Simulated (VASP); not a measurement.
# KF (zincblende): one PBE single-point calculation in two programs

```yaml
crystal:
  lattice:
    - [0.00000, 2.93540, 2.93540]
    - [2.93540, 0.00000, 2.93540]
    - [2.93540, 2.93540, 0.00000]
  atoms:
    - { symbol: K, position: [0.00000, 0.00000, 0.00000] }
    - { symbol: F, position: [0.25000, 0.25000, 0.25000] }
```

The two codes use different PAW datasets and cutoffs. VASP's cell holds 16 valence electrons and Ansatz's 16. Ansatz's stress includes a Pulay correction; VASP's doesn't.

Cutoffs: 520 eV in VASP, 420 eV in Ansatz. k meshes: 8×8×8 and 8×8×8.

|  | VASP | Ansatz |
| --- | --- | --- |
| gap between bands v and c | 5.16 eV | 5.17 eV |
| least direct gap | 5.37 eV | 5.38 eV |
| pressure | 0.9 GPa | 0.9 GPa |

Band v is the last that the valence electrons fill when counted band by band, and c is the next. Levels in eV from the top of v, Ansatz:

```csv
point,v−1,v,c,c+1
Γ,-0.21,-0.21,5.17,11.73
X,0.00,0.00,8.27,8.39
K,-0.07,-0.04,8.20,8.76
L,-0.12,-0.12,8.01,9.22
W,-0.17,0.00,8.29,8.66
```

VASP:

```json
{"point": "Γ", "v−1": "-0.21", "v": "-0.21", "c": "5.16", "c+1": "11.76"}
{"point": "X", "v−1": "0.00", "v": "0.00", "c": "8.26", "c+1": "8.38"}
{"point": "K", "v−1": "-0.08", "v": "-0.04", "c": "8.19", "c+1": "8.76"}
{"point": "L", "v−1": "-0.12", "v": "-0.12", "c": "8.00", "c+1": "9.21"}
{"point": "W", "v−1": "-0.17", "v": "0.00", "c": "8.28", "c+1": "8.66"}
```
